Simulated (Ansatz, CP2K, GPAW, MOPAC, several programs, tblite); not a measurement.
## What each method gives for AgGaS2 (ordering on zincblende)

AgGaS2 as one 8-atom ordering (I-42d) on the zincblende lattice, relaxed with r2SCAN in Ansatz, was computed with several methods. The symmetry is I-42d (No. 122, tetragonal); conventional cell a = 5.756 Å, c = 10.393 Å, 21.52 Å³ an atom. Ag is surrounded by 4 S at 2.56 Å; S is surrounded by 2 Ga at 2.29 Å and 2 Ag at 2.56 Å; Ga is surrounded by 4 S at 2.29 Å. No spin polarisation. The prototype was imposed, so other structures may be more stable.

```xyz
8
Lattice="-2.8778 2.8778 5.1966 2.8778 -2.8778 5.1966 2.8778 2.8778 -5.1966" Properties=species:S:1:pos:R:3 pbc="T T T"
Ag    0.0000    0.0000    0.0000
S     1.6652    1.4389    1.2991
Ag    0.0000    2.8778    2.5983
S     1.4389   -1.2127    3.8974
Ga    0.0000    0.0000    5.1966
S     1.2127    1.4389    6.4957
Ga    2.8778    0.0000    2.5983
S    -1.4389    1.2127    3.8974
```

Gaps and times are for a single point on this cell; volume and bulk modulus come from each method's own relaxation or energy curve at fixed shape, which is too stiff where a cell has free coordinates or axes. Times are rough, from shared hosts (Arm Neoverse V2), and each method has its own mesh and cell size. A double dagger marks a value from a curve with shape and coordinates held. A star marks a curve whose lowest point is an end point. PM7 (MOPAC), GFN1-xTB (tblite), GFN2-xTB (tblite) treat a cluster of cells at its zone centre, which samples few k points: where these miss a band edge, the gap comes out too large for that reason alone. Gaps from k meshes are read at a limited set of points (mesh, symmetry points, PBE's band edges), so each method's own least gap may be somewhat smaller. xTB and the PM methods were fitted mostly to molecules, and can miss a solid's gap by electronvolts. Minimal bases can be far off for gaps. GLLB-SC's gap includes the derivative discontinuity. d marks a direct gap, i an indirect one (no mark: not told apart), a dash a value that wasn't computed or didn't pass its checks.

| method | kind | gap (eV) | own volume (Å³/atom) | bulk modulus (GPa) | atoms computed | processor time |
| --- | --- | --- | --- | --- | --- | --- |
| light PBE (260 eV and a coarse mesh) | light plane-wave | 1.11 d | – | – | 8 | 3.8 s |
| GFN1-xTB (tblite) | tight binding | 0.96 | 21.76‡ | 78‡ | 64 | 4.5 s |
| GFN2-xTB (tblite) | tight binding | 0.99 | 23.47*‡ | 50*‡ | 64 | 5 s |
| PBE/SZV (CP2K) | small basis | 0.52 d | 22.28‡ | 82‡ | 8 | 26 s |
| PBE | semilocal | 1.09 d | 22.12 | 63‡ | 8 | 27 s |
| r2SCAN | semilocal | 1.57 d | 21.52 | 73‡ | 8 | 58 s |
| PBE/DZVP (CP2K) | small basis | 1.06 d | 22.33‡ | 63‡ | 8 | 73 s |
| GLLB-SC (GPAW) | model potential | 2.31 | – | – | 8 | 79 s |
| PM7 (MOPAC) | semi-empirical | 3.65 | – | – | 64 | 86 s |

Against r2SCAN (1.57 eV) and with closed or daggered gaps left aside, the nearest gap at the points sampled is that of light PBE (260 eV and a coarse mesh) (-0.46 eV) and the farthest that of PM7 (MOPAC) (+2.08 eV). r2SCAN is only a yardstick of convenience: semilocal gaps usually lie below measured ones, which GLLB-SC and hybrids aim to mend.

Volumes against r2SCAN's: PBE +2.8 %.

Spin-orbit coupling is left out.
